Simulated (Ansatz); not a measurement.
# The Ta2CF2 MXene bilayer (AA) between two gates, part 3 of 3

Aim: screening and gap of the neutral Ta2CF2 MXene bilayer (AA) between oppositely charged gates.

Ansatz 0.2.0; plane-wave DFT, PBE-D3(BJ), Ansatz PAW.

So far. Step 7 (Gated layer, displacement field 4.34 V/nm): There is no gap.

**9. Varying the input**

This step: plane-wave DFT, PBE-D3(BJ), Ansatz PAW (Ansatz 0.2.0).

A run with a changed input: it repeats the earlier run at 0.543 V/nm with kpoints.mp_grid.shift to [0.5, 0.5, 0.0], basis.xc_grid to 2 and basis.ecutwfc to 250 eV; its output block differs too.

File input.yaml:

```yaml
crystal:
  lattice:
    - [3.1865412044, 0.0, 0.0]
    - [-1.5932706022, 2.7596256332, 0.0]
    - [0.0, 0.0, 53.8040570362]
  atoms:
    - { symbol: F, position: [0.3333333333, 0.6666666667, 0.3875172459] }
    - { symbol: Ta, position: [0.6666666667, 0.3333333333, 0.4136491375] }
    - { symbol: C, position: [0.0, 0.0, 0.4339324697] }
    - { symbol: Ta, position: [0.3333333333, 0.6666666667, 0.4542266788] }
    - { symbol: F, position: [0.6666666667, 0.3333333333, 0.4800626097] }
    - { symbol: F, position: [0.3333333333, 0.6666666667, 0.5199373903] }
    - { symbol: Ta, position: [0.6666666667, 0.3333333333, 0.5457733212] }
    - { symbol: C, position: [0.0, 0.0, 0.5660675303] }
    - { symbol: Ta, position: [0.3333333333, 0.6666666667, 0.5863508625] }
    - { symbol: F, position: [0.6666666667, 0.3333333333, 0.6124827541] }
  periodic: [true, true, false]
  symmetry: { detect: true }
kpoints:
  mp_grid: { grid: [24, 24, 1], shift: [0.5, 0.5, 0.0] }
  band_path:
    path: [[0, 0, 0], [0.5, 0, 0], [0.33333333, 0.33333333, 0], [0, 0, 0]]
    npoints: 16
hamiltonian:
  xc: pbe
  dispersion: d3bj
scf:
  occupations: { method: fermi_dirac, width: 0.02585 }
  convergence: { dr2_threshold: 1.0e-10 }
output:
  forces: true
  eigenvalues: true
  write_potential: true
  write_density: true
  volumetric_format: npy
external_charges:
  - { charge: 0, barrier: 10, axis: 3, height: 37.454, sigma: 0.25 }
  - { charge: -0.002638, axis: 3, height: 38.954, sigma: 0.5 }
  - { charge: 0, barrier: 10, axis: 3, height: 16.35, sigma: 0.25 }
  - { charge: 0.002638, axis: 3, height: 14.85, sigma: 0.5 }
basis:
  xc_grid: 2
  ecutwfc: "250 eV"
```

Command:

```
> ansatz run input.yaml --threads 4 --pin off --max-ram 6144MiB --backend cpu --events-out ev --progress --plain --runs-dir out
```

Standard output:

```text
Warning: basis.ecutwfc = 250 eV is below the records' recommended 420 eV, and the density's cutoff is lower with it unless basis.ecutrho_ratio is high enough to keep the records' density cutoff: compare with a run at a higher cutoff
Warning: crystal.symmetry: narrowed to the stabiliser of the k-point mesh — unitary ops 6 → 2; excluded 4 operations that carry a point of the 24×24×1 mesh (shift [0.5, 0.5, 0]) off the mesh (the run samples exactly the mesh kpoints.mp_grid names, as under crystal.symmetry.detect: false, and its converged state has the mesh's symmetry, not the crystal's; ε∞, the Born charges and the force constants of a linear response (`dielectric:` by the response, `phonons.method: dfpt`) are averaged over those of the crystal's operations that the state keeps within a tolerance, where `mesh_tensors`, `unaveraged_element` or `gamma_mean_max_change_ev_ang2` stands beside them; [rest of the remark cut]
[...]
Crystal: 10 atoms, lattice volume = 473.135 Å³
Basis set: ecut = 250 eV, 4105 PW (Γ), exchange–correlation on 36×36×576 points (8 copies of the dense FFT grid, shifted against one another)
Bands: 54, of which v1, the nominal top of the filled ones, is band 44 counted from 1 (43 counted from 0)
Symmetry: 2 space group operations
k-points: 156 of 576 (time reversal used)
[...]
SCF iter   1: F=—  HF=-43466.333444 eV  |F-HF|=—  |Δ(HF+E_count)|=         —  Δρ=6.09e-2  dr2=3.10e1  ethr=3.10e-3  ⟨swp⟩=12.6  Hψ=59211  notcnv=0  defer=1
[...]
SCF iter  12: F=-43458.236390 eV  HF=-43458.236390 eV  |F-HF|=5.82e-11  |Δ(HF+E_count)|=   4.34e-9  Δρ=6.77e-8  dr2=3.36e-11  ethr=1.00e-12  ⟨swp⟩=30.8  Hψ=94445  notcnv=0
SCF 1 converged in 12 iterations: F = -43458.236390 eV  dr2 = 3.36e-11
[...]
SCF converged after 12 iterations
Free energy (F): -43458.236390 eV
[...]
Internal energy: -43458.232039 eV  (E = F + TS)
E sigma→0 (E₀):  -43458.234215 eV
Entropy (-TS):   -0.004351 eV (-0.435 meV/atom)
Fermi energy:    -4.093493 eV
[...]
--- Forces (eV/Å), atoms and charges each counted from 1 ---
  atom   1  F     -0.00071971     0.00041552     0.19917135
  atom   2  Ta     0.00642739    -0.00371086    -0.18215879
  atom   3  C      0.00003097    -0.00001788     0.00580528
  atom   4  Ta    -0.00653196     0.00377123     0.21343791
  atom   5  F      0.00087651    -0.00050606    -0.14394570
  atom   6  F     -0.00080034     0.00046207     0.14241789
  atom   7  Ta     0.00676367    -0.00390501    -0.21972996
  atom   8  C     -0.00005334     0.00003079    -0.00764146
  atom   9  Ta    -0.00660907     0.00381575     0.23444377
  atom  10  F      0.00061588    -0.00035558    -0.24170820
  external charge   1     0.00000000     0.00000000     0.00102692
  external charge   2     0.00000000     0.00000000    -0.00011728
  external charge   3     0.00000000     0.00000000    -0.00103153
  external charge   4     0.00000000     0.00000000     0.00002715
  max |Σ_I F_I| component, the external charges' with the atoms': 2.65e-6 eV/Å
--- Band table (eV; the first three rows and the last of 156) ---
  k-point 0: bands = [... 40 lower, -5.8754, -5.8688, -5.7976, -5.7916, -4.6777, -4.6205, -3.4805, -3.2836, ... 6 higher]
  k-point 1: bands = [... 40 lower, -6.0212, -6.0130, -5.7035, -5.6974, -4.6569, -4.5985, -3.3199, -3.0921, ... 6 higher]
  k-point 2: bands = [... 40 lower, -6.2423, -6.2344, -5.5384, -5.5307, -4.6148, -4.5656, -3.3070, -3.1281, ... 6 higher]
  k-point 155: bands = [... 40 lower, -8.1386, -8.0817, -2.6366, -2.5326, -2.4574, -2.4523, -2.3853, -2.3008, ... 6 higher]
```

Elapsed: 25 s, on 4 threads of AMD EPYC 9R45, shared host; peak memory 1.5 GiB; 1.7 min of CPU time.

| quantity | this run | earlier run | difference |
| --- | --- | --- | --- |
| potential beyond the upper barrier and gate, less the barrier, from the Fermi level (eV) | 4.372 | 4.158 | 0.21 |

It moves by +0.214 eV.

The change shows in the results, which are not taken further.

**10. The same run with other settings**

Another changed input: it repeats the earlier run at 0.543 V/nm with scf.mixing.preconditioner to kerker_dos, scf.n_extra_bands to 16, scf.occupations.method from fermi_dirac to gaussian and scf.occupations.width from 0.02585 to 0.01.

input.yaml: that of step 9 with these lines changed.

```diff
@@ -19,3 +19,3 @@
 kpoints:
-  mp_grid: { grid: [24, 24, 1], shift: [0.5, 0.5, 0.0] }
+  mp_grid: { grid: [24, 24, 1] }
   band_path:
@@ -27,4 +27,6 @@
 scf:
-  occupations: { method: fermi_dirac, width: 0.02585 }
+  occupations: { method: gaussian, width: 0.01 }
   convergence: { dr2_threshold: 1.0e-10 }
+  mixing: { preconditioner: kerker_dos }
+  n_extra_bands: 16
 output:
@@ -40,4 +42 @@
   - { charge: 0.002638, axis: 3, height: 14.85, sigma: 0.5 }
-basis:
-  xc_grid: 2
-  ecutwfc: "250 eV"
```

Standard output:

```text
[...]
Crystal: 10 atoms, lattice volume = 473.135 Å³
Basis set: ecut = 420 eV, 9359 PW (Γ), exchange–correlation on 48×48×720 points (8 copies of the dense FFT grid, shifted against one another)
Bands: 60, of which v1, the nominal top of the filled ones, is band 44 counted from 1 (43 counted from 0)
Symmetry: 6 space group operations
k-points: 61 of 576 (time reversal used)
[...]
SCF iter   1: F=—  HF=-43480.332085 eV  |F-HF|=—  |Δ(HF+E_count)|=         —  Δρ=6.48e-2  dr2=3.44e1  ethr=3.10e-3  ⟨swp⟩=13.6  Hψ=27745  notcnv=0  defer=101
[...]
SCF iter  68: F=-43471.244775 eV  HF=-43471.244775 eV  |F-HF|=1.31e-10  |Δ(HF+E_count)|=  2.18e-11  Δρ=6.84e-8  dr2=8.46e-11  ethr=1.00e-12  ⟨swp⟩=9.4  Hψ=22865  notcnv=0
SCF 1 converged in 68 iterations: F = -43471.244775 eV  dr2 = 8.46e-11
[...]
SCF converged after 68 iterations
an eigenvalue changed by more than its tolerance at an iteration that met the thresholds in force, so the SCF went on 2 times, its first undamped step at iteration 59: the last check found none over its tolerance
Free energy (F): -43471.244775 eV
[...]
Internal energy: -43471.244662 eV  (E = F + TS)
E sigma→0 (E₀):  -43471.244719 eV
Entropy (-TS):   -0.000113 eV (-0.011 meV/atom)
Fermi energy:    -3.834670 eV
[...]
--- Forces (eV/Å), atoms and charges each counted from 1 ---
  atom   1  F      0.00000000    -0.00000000    -0.01770838
  atom   2  Ta     0.00000000     0.00000000     0.03762122
  atom   3  C     -0.00000000    -0.00000000    -0.00468474
  atom   4  Ta    -0.00000000    -0.00000000    -0.01122676
  atom   5  F     -0.00000000     0.00000000    -0.00368564
  atom   6  F      0.00000000    -0.00000000     0.00278940
  atom   7  Ta     0.00000000     0.00000000     0.00132350
  atom   8  C      0.00000000     0.00000000     0.00284974
  atom   9  Ta     0.00000000    -0.00000000     0.01766826
  atom  10  F     -0.00000000     0.00000000    -0.02494594
  external charge   1     0.00000000     0.00000000     0.00001471
  external charge   2     0.00000000     0.00000000    -0.00007174
  external charge   3     0.00000000     0.00000000    -0.00001707
  external charge   4     0.00000000     0.00000000     0.00007146
  max |Σ_I F_I| component, the external charges' with the atoms': 2.00e-6 eV/Å
--- Band table (eV; the first three rows and the last of 61) ---
  k-point 0: bands = [... 40 lower, -5.5795, -5.5795, -5.5732, -5.5732, -4.4422, -4.3836, -3.2993, -3.1222, ... 12 higher]
  k-point 1: bands = [... 40 lower, -5.6457, -5.6379, -5.5388, -5.5319, -4.4342, -4.3749, -3.2119, -3.0280, ... 12 higher]
  k-point 2: bands = [... 40 lower, -5.8208, -5.8112, -5.4183, -5.4103, -4.4095, -4.3528, -3.0373, -2.8137, ... 12 higher]
  k-point 60: bands = [... 40 lower, -5.0105, -4.9945, -4.5159, -4.5142, -4.4457, -4.4455, -1.8180, -1.8065, ... 12 higher]
```

It took 72 s on 4 threads; peak memory 1.8 GiB.

Read from the output:

- energy at zero smearing: -43471.2447 eV
- potential beyond the upper barrier and gate, less the barrier, from the Fermi level: 4.153 eV

Electronic bands along the path, in eV, zero at the Fermi level:

```csv
point,band 41,band 42,band 43,band 44,band 45,band 46,band 47,band 48
Γ,-1.74,-1.74,-1.74,-1.74,-0.61,-0.55,0.54,0.71
halfway,-3.09,-3.06,-0.43,-0.42,-0.31,-0.27,0.72,0.88
M,-4.06,-3.99,1.50,1.59,1.66,1.66,1.80,1.81
halfway,-2.92,-2.86,0.13,0.13,0.85,0.94,1.86,1.92
K,-1.18,-1.16,-0.68,-0.68,-0.61,-0.61,2.02,2.03
halfway,-2.44,-2.42,-1.70,-1.68,0.83,0.85,1.21,1.31
Γ,-1.74,-1.74,-1.74,-1.74,-0.61,-0.55,0.54,0.71
```

| quantity | this run | earlier run | difference |
| --- | --- | --- | --- |
| potential beyond the upper barrier and gate, less the barrier, from the Fermi level (eV) | 4.153 | 4.158 | -0.0049 |

Nothing in the table moves by 0.01 in its unit. The run took 68 SCF cycles against 12.

**11. Outcome**

- gap with uncharged gates: none
- electrostatic distance between the gates: 11.8 Å
- geometric distance between the gates: 24.1 Å
- gap at 4.34 V/nm: none

The stack has no gap, with or without a field of 4.3 V/nm. The layers screen the field: the voltage is that of a vacuum gap 12.3 Å narrower than the real distance. The gates are charged sheets behind model barriers, not atoms. Gaps are the smaller of those on the path and on the mesh; band edges between these points would make them smaller still. The main runs have no spin polarisation; a magnetic state could lie lower and would change these results. Spin-orbit coupling is left out, which matters for the bands of elements this heavy. The MXene's terminations sit over the metal atoms of its far layer; the site over carbon or nitrogen, which some compounds prefer, was not run.

[Long decimals in the printed logs are rounded to 6 places.]

[Logs are printed without paths, hosts, clocks, repeated set-up lines and the standing remarks that a program may print on its own settings, such as how far it seeks lower states.]

[Hosts, paths, dates, database ids (printed as entryN), source tags and the programs' standing remarks are cut or masked in the printed files.]

[Maps of the electrostatic potential energy from Ansatz leave out the sawtooth potential of an applied field or a dipole correction, so their vacuum need not be flat; planar profiles and work functions include it.]
